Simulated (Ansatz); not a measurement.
# Be2C (Fm-3m): frozen displacement of one atom from a Python script

Aim: a frozen displacement of one atom, for Be2C (Fm-3m), run from a script.

Computed with Ansatz 0.2.0, driven from Python. Level of theory: DFT r2SCAN, plane waves, PAW.

## (1) Starting point

Symmetry: Fm-3m, No. 225, cubic system. The conventional cell has a = 4.330 Å, b = 4.330 Å, c = 4.330 Å, α = 90.00°, β = 90.00°, γ = 90.00°. Around Be (site symmetry -43m) lie 4 C at 1.87 Å. C (site symmetry m-3m) has 8 Be at 1.87 Å as nearest neighbours.

No structure file is read: the coordinates are typed or built in the script.

## (2) The script

run_push.py

```python
"""Energy and force of Be2C as one atom is pushed off its site."""

import logging
import sys

import ansatz as az
import numpy as np
from pymatgen.core import Lattice, Structure
from pymatgen.io.ase import AseAtomsAdaptor

logging.basicConfig(stream=sys.stdout, format="%(levelname)s:%(name)s:%(message)s")
log = logging.getLogger("calc")
log.setLevel(logging.INFO)

pmg_structure = Structure(
    Lattice([(0.0, 2.165, 2.165), (2.165, 0.0, 2.165), (2.165, 2.165, 0.0)]),
    ["Be", "Be", "C"],
    [
        (0.25, 0.25, 0.25),
        (0.75, 0.75, 0.75),
        (0.0, 0.0, 0.0),
    ],
)
system = az.Crystal.from_ase(AseAtomsAdaptor.get_atoms(pmg_structure))

inverse = np.linalg.inv(np.array(system.lattice.vectors))
home = np.array(system.sites[2].position)
values = np.linspace(-0.02, 0.02, 5)
energies, pulls = [], []
for shift in values:
    moved = system.move(2, to=home + shift * inverse[2])
    setup = (
        moved.calculation()
        .functional(az.Functional.R2SCAN)
        .basis(450)
        .pseudopotentials("paw")
        .scf(tolerance=1e-06)
        .occupations("fixed")  # no smearing
        .kpoints(5)  # sampling of the Brillouin zone
        .initial_density(normalization="atom")
        .forces()
    )
    report = setup.run(threads=1, pin="off").report
    energies.append(report["free_energy_ev"])
    pulls.append(report["forces_ev_ang"][2][2])

# the force is minus the slope of the free energy
log.info("shift (A)   dE (eV)   force along z (eV/A)")
for shift, e, f in zip(values, energies, pulls):
    log.info(f"{shift:8.3f} {e - energies[2]:10.5f} {f:12.4f}")
log.info(f"stiffness from energies {2 * np.polyfit(values, energies, 2)[0]:.3f}, from forces {-np.polyfit(values, pulls, 1)[0]:.3f} eV/A^2")
```

## (3) The calls as engine input

The package turns the script's settings into the engine's input (first run):

```yaml
crystal:
  lattice:
    - [0.0, 2.165, 2.165]
    - [2.165, 0.0, 2.165]
    - [2.165, 2.165, 0.0]
  atoms:
    - { symbol: Be, position: [0.25, 0.25, 0.25] }
    - { symbol: Be, position: [0.75, 0.75, 0.75] }
    - { symbol: C, position: [-0.004618937644341801, -0.004618937644341801, 0.004618937644341801] }
basis:
  ecutwfc: 450.0
kpoints:
  mp_grid:
    grid: [5, 5, 5]
hamiltonian:
  xc: r2scan
  pseudopotentials:
    kind: paw
scf:
  convergence:
    dr2_threshold: 1.0e-06
  occupations:
    method: fixed
  initial_density:
    normalization: atom
output:
  forces: true
```

## (4) The run

Started as:

```sh
> python run_push.py
```

**Question.** How stiff is this displacement, and do energies and forces agree?

As calculated:

| quantity | value |
| --- | --- |
| runs compared | 5 |
| range of energy | 0.69 meV/atom |
| lowest point, shift of atom 3 from run 1 (Å) | 0.020 |

**Reading.** Runs 1, 2, 3, 4, 5: each has a cutoff under the recommended one, so what rests on them isn't a property of the system. The curvature of the energy gives 10.410 eV/Å² and the slope of the force 10.413 eV/Å², a positive curvature. Caveats:
- The cutoff lies under the one recommended for these potentials.
- Energy and stress may still move on a finer k-point mesh.
- All periodic images of the atom move with it, so the curvature is one diagonal element of the zone-centre force constants and no normal mode; a positive value doesn't exclude soft modes in which several atoms move.
